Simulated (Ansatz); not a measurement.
# Zr (diamond type): how the settings move a single-point run

Question: which choices in the input matter for Zr (diamond type)?

Program: Ansatz 0.2.0. Level of theory: reference: DFT, PBE, all-electron PAW with datasets made for the crystal, scalar-relativistic. These are calculated values, not measurements.

**1. The structure to begin with**

Symmetry: R-3m, No. 166, trigonal system. Conventional cell: a = 4.357 Å, b = 4.357 Å, c = 10.674 Å, α = 90.00°, β = 90.00°, γ = 120.00°. Zr (site symmetry 3m) is surrounded by 1 Zr at 1.71 Å.

As a file:

```xyz
2
Lattice="0.0000 3.0812 3.0812 3.0812 0.0000 3.0812 3.0812 3.0812 0.0000" Properties=species:S:1:pos:R:3 pbc="T T T"
Zr   -0.4930   -1.0476   -1.0476
Zr    0.4930    1.0476    1.0476
```

**2. Baseline**

input.yaml

```yaml
crystal:
  lattice:
    - [0.0, 3.0812078526, 3.0812078526]
    - [3.0812078526, 0.0, 3.0812078526]
    - [3.0812078526, 3.0812078526, 0.0]
  atoms:
    - { symbol: Zr, position: [-0.26, -0.08, -0.08] }
    - { symbol: Zr, position: [0.26, 0.08, 0.08] }
kpoints:
  mp_grid: { grid: [9, 9, 9] }
scf:
  occupations: { method: fermi_dirac, width: 0.05 }
hamiltonian:
  xc: pbe
  pseudopotentials: { kind: all_electron, datasets: crystal }
output:
  forces: true
  stress: true
  eigenvalues: true
  efg: { contact_densities: true }
```

Started as:

```console
> ansatz run input.yaml --threads 1 --pin off --max-ram 2048MiB --backend cpu --events-out ev --progress --plain --runs-dir out
```

**3. Changed: occupations.method cold, occupations.width 0.1**

input.yaml: that of step 2 with these lines changed.

```diff
@@ -11,3 +11,3 @@
 scf:
-  occupations: { method: fermi_dirac, width: 0.05 }
+  occupations: { method: cold, width: 0.1 }
 hamiltonian:
```

Before running it: what results should come out? Wanted: for each run, ending; energy change; pressure; gap; force.

As calculated:

| run | ending | energy change | pressure (GPa) | gap (eV) | force (eV/Å) | cycles | time |
| --- | --- | --- | --- | --- | --- | --- | --- |
| reference | converged | 0 | 63.1 | 0.00 | 42.93 | 10 | 32 s |
| 1: occupations.method cold, occupations.width 0.1 | converged | -0.2 meV/atom (σ→0) | 63.1 | 0.00 | 42.93 | 10 | 31 s |

Residual by cycle in the longest SCF loop of each run; runs are numbered as in the table. The quantity is the density residual dr2, in eV.

| cycle | reference | run 1 |
| --- | --- | --- |
| 1 | 17.9 | 17.9 |
| 2 | 3.71 | 3.71 |
| 3 | 0.127 | 0.128 |
| 4 | 0.0361 | 0.0365 |
| 5 | 0.00257 | 0.00258 |
| 6 | 2.8e-4 | 2.7e-4 |
| 7 | 5.5e-5 | 5.5e-5 |
| 8 | 2.0e-6 | 1.9e-6 |
| 9 | 1.7e-7 | 1.5e-7 |
| 10 | 1.7e-8 | 2.0e-8 |

What this shows: Changing the smearing leaves the energy as it was (-0.2 meV/atom). The structure is not at rest: the sound run finds 63 GPa, so these are no properties of the relaxed crystal. 
